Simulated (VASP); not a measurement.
# SrCl2 (Fm-3m) in VASP: phonons with PBEsol

Aim: the phonons of SrCl2 with PBEsol.

Everything below comes from runs of VASP 6.6.1. Logs are shortened: lines on timing, memory, paths and dates and some standing lists are left out, and cuts for length are marked.

**1. The structure**

The structure is cubic, space group Fm-3m (No. 225). The conventional cell has a = 6.908 Å, b = 6.908 Å, c = 6.908 Å, α = 90.00°, β = 90.00°, γ = 90.00°. Sr (site symmetry m-3m) has 8 Cl at 2.99 Å as nearest neighbours. Cl (site symmetry -43m) is surrounded by 4 Sr at 2.99 Å.

The cell is a database's computed one.

**2. Phonons, PBEsol**

Contents of INCAR:

```
  ALGO = Normal
  EDIFF = 1E-8
  ENCUT = 520
  GGA = PS
  IBRION = 8
  ISIF = 2
  ISMEAR = 0
  LASPH = T
  LCHARG = T
  LEPSILON = T
  LREAL = F
  LWAVE = F
  NBANDS = 19
  NELM = 60
  NSW = 1
  PREC = Accurate
  SIGMA = 0.01
```

Contents of KPOINTS:

```
k-points
0
Gamma
  4 4 4
```

Contents of POSCAR:

```
SrCl2
1.0
    0.0000000000      3.4538300359      3.4538300359
    3.4538300359      0.0000000000      3.4538300359
    3.4538300359      3.4538300359      0.0000000000
Sr Cl
1 2
Direct
    0.0000000000      0.0000000000      0.0000000000
    0.7500000000      0.7500000000      0.7500000000
    0.2500000000      0.2500000000      0.2500000000
```

Potentials or basis: VASP PAW PBE potentials, release 64 (Sr_sv, Cl).

Run with:

```console
cat potpaw_PBE.64/Sr_sv/POTCAR potpaw_PBE.64/Cl/POTCAR > POTCAR
mpirun -np 1 vasp_std > vasp.out
```

OUTCAR:

```text
EDIFF = 1E-8
   ENCUT = 520
   GGA = PS
   IBRION = 8
   ISIF = 2
   ISMEAR = 0
   LASPH = T
   LEPSILON = T
   LREAL = F
   NELM = 60
   NSW = 1
   PREC = Accurate

 ion  position               nearest neighbor table
   1  0.000  0.000  0.000-   2 2.99   2 2.99   2 2.99   2 2.99   3 2.99   3 2.99   3 2.99   3 2.99

   2  0.750  0.750  0.750-   1 2.99   1 2.99   1 2.99   1 2.99
   3  0.250  0.250  0.250-   1 2.99   1 2.99   1 2.99   1 2.99

  LATTYP: Found a face centered cubic cell.
 ALAT       =     6.9076600718

  Lattice vectors:

 A1 = (   0.0000000000,   3.4538300359,   3.4538300359)
 A2 = (   3.4538300359,   0.0000000000,   3.4538300359)
 A3 = (   3.4538300359,   3.4538300359,   0.0000000000)

Analysis of symmetry for initial positions (statically):
=====================================================================
 Subroutine PRICEL returns:
 Original cell was already a primitive cell.

 Routine SETGRP: Setting up the symmetry group for a
 face centered cubic supercell.

 Subroutine GETGRP returns: Found 48 space group operations
 (whereof 48 operations were pure point group operations)
 out of a pool of 48 trial point group operations.

The static configuration has the point symmetry O_h .

Analysis of symmetry for dynamics (positions and initial velocities):
=====================================================================
 Subroutine PRICEL returns:
 Original cell was already a primitive cell.

 Routine SETGRP: Setting up the symmetry group for a
 face centered cubic supercell.

 Subroutine GETGRP returns: Found 48 space group operations
 (whereof 48 operations were pure point group operations)
 out of a pool of 48 trial point group operations.

The dynamic configuration has the point symmetry O_h .

 Subroutine INISYM returns: Found 48 space group operations
 (whereof 48 operations are pure point group operations),
 and found     1 'primitive' translations

----------------------------------------------------------------------------------------

                                     Primitive cell

  volume of cell :      82.4011

  direct lattice vectors                    reciprocal lattice vectors
     0.000000000  3.453830036  3.453830036    -0.144766823  0.144766823  0.144766823
     3.453830036  0.000000000  3.453830036     0.144766823 -0.144766823  0.144766823
     3.453830036  3.453830036  0.000000000     0.144766823  0.144766823 -0.144766823

  length of vectors
     4.884453279  4.884453279  4.884453279     0.250743492  0.250743492  0.250743492

  position of ions in fractional coordinates (direct lattice)
     0.000000000  0.000000000  0.000000000
     0.750000000  0.750000000  0.750000000
     0.250000000  0.250000000  0.250000000

  ion indices of the primitive-cell ions
   primitive index   ion index
                 1           1
                 2           2
                 3           3

----------------------------------------------------------------------------------------

 KPOINTS: k-points

Automatic generation of k-mesh.
 Grid dimensions read from file:
 generate k-points for:    4    4    4

 Generating k-lattice:

  Cartesian coordinates                     Fractional coordinates (reciprocal lattice)
    -0.036191706  0.036191706  0.036191706     0.250000000  0.000000000  0.000000000
     0.036191706 -0.036191706  0.036191706     0.000000000  0.250000000  0.000000000
     0.036191706  0.036191706 -0.036191706     0.000000000  0.000000000  0.250000000

  Length of vectors
     0.062685873  0.062685873  0.062685873

  Shift w.r.t. Gamma in fractional coordinates (k-lattice)
     0.000000000  0.000000000  0.000000000

 Subroutine IBZKPT returns following result:
[... 280 lines left out ...]
    total drift:                                0.000000      0.000000      0.000000

  FREE ENERGIE OF THE ION-ELECTRON SYSTEM (eV)
  ---------------------------------------------------
  free  energy   TOTEN  =       -13.3423989934 eV

  energy  without entropy=      -13.3423989934  energy(sigma->0) =      -13.34239899

 HEAD OF MICROSCOPIC STATIC DIELECTRIC TENSOR (INDEPENDENT PARTICLE, excluding Hartree and local field effects)
 ------------------------------------------------------
           3.352423    -0.000000     0.000000
          -0.000000     3.352423    -0.000000
           0.000000    -0.000000     3.352423
 ------------------------------------------------------

 Free energy of the ion-electron system (eV)
  ---------------------------------------------------
  ---------------------------------------------------
  free energy    TOTEN  =        -0.51124381 eV

  energy without entropy =       -0.51124381

------------------------ aborting loop because EDIFF is reached ----------------------------------------

--------------------------------------- Ionic step        2  -------------------------------------------

------------------------ aborting loop because EDIFF is reached ----------------------------------------

--------------------------------------- Ionic step        3  -------------------------------------------

------------------------ aborting loop because EDIFF is reached ----------------------------------------

 PIEZOELECTRIC TENSOR FIELD DIRECTION 3  (e Angst)
 -----------------------------------------------------------------------------
     0.00026  0.00000 -0.00000           ( -0.00000  0.00000  0.00000)
     0.00000  0.00026  0.00000           (  0.00000 -0.00000 -0.00000)
    -0.00000  0.00000 -0.00102           (  0.00000 -0.00000 -0.00000)

 PIEZOELECTRIC TENSOR FIELD DIRECTION 3  (C/m^2)
 -----------------------------------------------------------------------------
     0.00005  0.00000 -0.00000
     0.00000  0.00005  0.00000
    -0.00000  0.00000 -0.00020

--------------------------------------- Ionic step        4  -------------------------------------------

------------------------ aborting loop because EDIFF is reached ----------------------------------------

[... ionic steps 5 to 6 ...]

--------------------------------------- Ionic step        7  -------------------------------------------

 Free energy of the ion-electron system (eV)
  ---------------------------------------------------
  ---------------------------------------------------
  free energy    TOTEN  =        -0.20111363 eV

  energy without entropy =       -0.20111363

------------------------ aborting loop because EDIFF is reached ----------------------------------------

 INTERNAL STRAIN TENSOR  FOR ION    2  DIRECTION 1   (eV/Angst):
 -----------------------------------------------------------------------------
    -0.00060  0.00000 -0.00000
    -0.00000 -0.00031  2.69703
     0.00000  2.69703 -0.00031

 MACROSCOPIC STATIC DIELECTRIC TENSOR (including local field effects in DFT)
 ------------------------------------------------------
           3.026060    -0.000000     0.000000
           0.000000     3.026060     0.000000
          -0.000000    -0.000000     3.026060
 ------------------------------------------------------

 PIEZOELECTRIC TENSOR (including local field effects)  for field in x, y, z        (e  Angst)
          XX          YY          ZZ          XY          YZ          ZX
  --------------------------------------------------------------------------------
  x     0.00000     0.00000     0.00000     0.00000     0.00000     0.00000
  y     0.00000     0.00000     0.00000     0.00000     0.00000     0.00000
  z     0.00000     0.00000     0.00000     0.00000     0.00000     0.00000

 PIEZOELECTRIC TENSOR (including local field effects)  for field in x, y, z        (C/m^2)
          XX          YY          ZZ          XY          YZ          ZX
  --------------------------------------------------------------------------------
  x     0.00000     0.00000     0.00000     0.00000     0.00000     0.00000
  y     0.00000     0.00000     0.00000     0.00000     0.00000     0.00000
  z     0.00000     0.00000     0.00000     0.00000     0.00000     0.00000

 BORN EFFECTIVE CHARGES (including local field effects) (in |e|, cummulative output)
 ---------------------------------------------------------------------------------
 ion    1
    1     2.49658     0.00000     0.00000
    2     0.00000     2.49658     0.00000
    3     0.00000     0.00000     2.49658
 ion    2
    1    -1.24829     0.00000     0.00000
    2     0.00000    -1.24829     0.00000
    3     0.00000     0.00000    -1.24829
 ion    3
    1    -1.24829     0.00000     0.00000
    2     0.00000    -1.24829     0.00000
    3     0.00000     0.00000    -1.24829

 INTERNAL STRAIN TENSOR FOR ION    3 for displacements in x,y,z  (eV/Angst):
          X           Y           Z          XY          YZ          ZX
  --------------------------------------------------------------------------------
  x     0.00000    -0.00000     0.00000    -0.00000    -2.69703    -0.00000
  y    -0.00000     0.00000     0.00000    -0.00000     0.00000    -2.69703
  z     0.00000     0.00000     0.00000    -2.69703    -0.00000     0.00000

 SECOND DERIVATIVES (NOT SYMMETRIZED)
 ------------------------------------
               1X          1Y          1Z          2X          2Y          2Z          3X          3Y          3Z
  1X    -2.933035    0.000000    0.000000    1.466518    0.000000    0.000000    1.466518    0.000000    0.000000
  1Y     0.000000   -2.933035    0.000000    0.000000    1.466518    0.000000    0.000000    1.466518    0.000000
  1Z     0.000000    0.000000   -2.933035    0.000000    0.000000    1.466518    0.000000    0.000000    1.466518
  2X     1.472652    0.000000    0.000000   -2.891480    0.000000    0.000000    1.418828    0.000000    0.000000
  2Y     0.000000    1.472652    0.000000    0.000000   -2.891480    0.000000    0.000000    1.418828    0.000000
  2Z     0.000000    0.000000    1.472652    0.000000    0.000000   -2.891480    0.000000    0.000000    1.418828
  3X     1.472652    0.000000    0.000000    1.418828    0.000000    0.000000   -2.891480    0.000000    0.000000
  3Y     0.000000    1.472652    0.000000    0.000000    1.418828    0.000000    0.000000   -2.891480    0.000000
  3Z     0.000000    0.000000    1.472652    0.000000    0.000000    1.418828    0.000000    0.000000   -2.891480

 Eigenvectors and eigenvalues of the dynamical matrix
 ----------------------------------------------------

   1 f  =    5.451027 THz    34.249815 2PiTHz  181.826700 cm-1    22.543628 meV
             X         Y         Z           dx          dy          dz
      0.000000  0.000000  0.000000     0.000000    0.000000    0.000000
      5.180745  5.180745  5.180745    -0.020835   -0.706800   -0.000000
      1.726915  1.726915  1.726915     0.020835    0.706800    0.000000
[... 43 lines left out ...]
   9 f/i=    0.004442 THz     0.027912 2PiTHz    0.148182 cm-1     0.018372 meV
             X         Y         Z           dx          dy          dz
      0.000000  0.000000  0.000000    -0.740902   -0.044544   -0.053183
      5.180745  5.180745  5.180745    -0.470305   -0.028275   -0.033759
      1.726915  1.726915  1.726915    -0.470305   -0.028275   -0.033759

--------------------------------------------------------------------------------------------------------

 MACROSCOPIC STATIC DIELECTRIC TENSOR IONIC CONTRIBUTION
 ------------------------------------------------------
           4.660149     0.000000     0.000000
           0.000000     4.660149     0.000000
           0.000000     0.000000     4.660149
 ------------------------------------------------------

 ELASTIC MODULI CONTR FROM IONIC RELAXATION (kBar)
 Direction    XX          YY          ZZ          XY          YZ          ZX
 --------------------------------------------------------------------------------
 XX          -0.0000      0.0000      0.0000      0.0000      0.0000     -0.0000
 YY           0.0000     -0.0000      0.0000      0.0000     -0.0000      0.0000
 ZZ           0.0000      0.0000     -0.0000      0.0000      0.0000      0.0000
 XY           0.0000      0.0000      0.0000    -65.6255      0.0000     -0.0000
 YZ           0.0000     -0.0000      0.0000      0.0000    -65.6255      0.0000
 ZX          -0.0000      0.0000      0.0000     -0.0000      0.0000    -65.6255
 --------------------------------------------------------------------------------

 PIEZOELECTRIC TENSOR IONIC CONTR  for field in x, y, z        (C/m^2)
          XX          YY          ZZ          XY          YZ          ZX
  --------------------------------------------------------------------------------
  x    -0.00000    -0.00000     0.00000    -0.00000    -0.00000    -0.00000
  y     0.00000     0.00000    -0.00000    -0.00000     0.00000     0.00000
  z    -0.00000     0.00000    -0.00000     0.00000     0.00000     0.00000
```

Wall time 2.6 min (1 thread of Intel Xeon 6975P-C (Granite Rapids), shared host); peak memory 0.31 GiB.

Results:

| Quantity | Value |
| --- | --- |
| Electronic dielectric tensor (diagonal) | 3.03 |
| Born charges (mean of the diagonal) | Sr +2.50; Cl -1.25 e |
| Highest phonon frequency at Γ, LO-TO splitting left out | 182 cm⁻¹ |

Phonon frequencies in cm⁻¹ (negative: imaginary):
| q point | frequencies |
| --- | --- |
| (0.000, 0.000, 0.000) | 0 0 0 143 143 143 182 182 182 |

Electronic dielectric tensor:
```
3.03 0.00 0.00
0.00 3.03 0.00
0.00 0.00 3.03
```

Born effective charge tensors (e):
atom 1, Sr
```
2.50 0.00 0.00
0.00 2.50 0.00
0.00 0.00 2.50
```
atom 2, Cl
```
-1.25  0.00  0.00
 0.00 -1.25  0.00
 0.00  0.00 -1.25
```
atom 3, Cl
```
-1.25  0.00  0.00
 0.00 -1.25  0.00
 0.00  0.00 -1.25
```

Caveat: the k mesh is coarse (spacing up to 0.39 Å⁻¹), so the values aren't converged.
